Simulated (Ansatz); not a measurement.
We consider chalcopyrite CuInS2, described by LDA (Ansatz, a first-principles code, plane waves, PAW).

Settings: plane-wave cutoff 520 eV, 10×10×10 k mesh, Fermi–Dirac smearing 0.01 eV, no spin polarisation, scalar-relativistic PAW data made under PBE.

Shape and atoms are relaxed at each volume.

Pressure at four volumes; x = ln(V/20.112 Å³). One pressure is withheld.

```csv
V (Å³/atom),x,P (GPa)
19.307,-0.0408,?
19.709,-0.0202,1.78
20.112,0.0000,0.00
20.916,0.0392,-2.99
```

Question: Pass a parabola P(x) through the three rows shown, estimate the bulk modulus and its pressure derivative near zero pressure, and predict the withheld pressure.

Answer: Slopes between the rows: (0.00 − (1.78))/(0.0000 − (-0.0202)) = -88.12 and (-2.99 − (0.00))/(0.0392 − (0.0000)) = -76.28 GPa. Their difference over the span 0.0594 is c = 11.84/0.0594 = 199.3 GPa, so P(x) = 1.78 + (-88.12)(x − (-0.0202)) + 199.3 (x − (-0.0202))(x − (0.0000)). At the middle row B = −dP/dx = −[-88.12 + 199.3 × 0.0202] = 84.1 GPa, and B′ = dB/dP = 2c/B = 4.7. At x = -0.0408 the parabola gives 3.76 GPa; the run gives 3.78 GPa. The Birch–Murnaghan fit to the energies at all volumes has B0 = 83.8 GPa and B′ = 4.8.

Note: the bulk modulus comes from volumes at which shape and atoms were relaxed.

Spin–orbit coupling is not included.
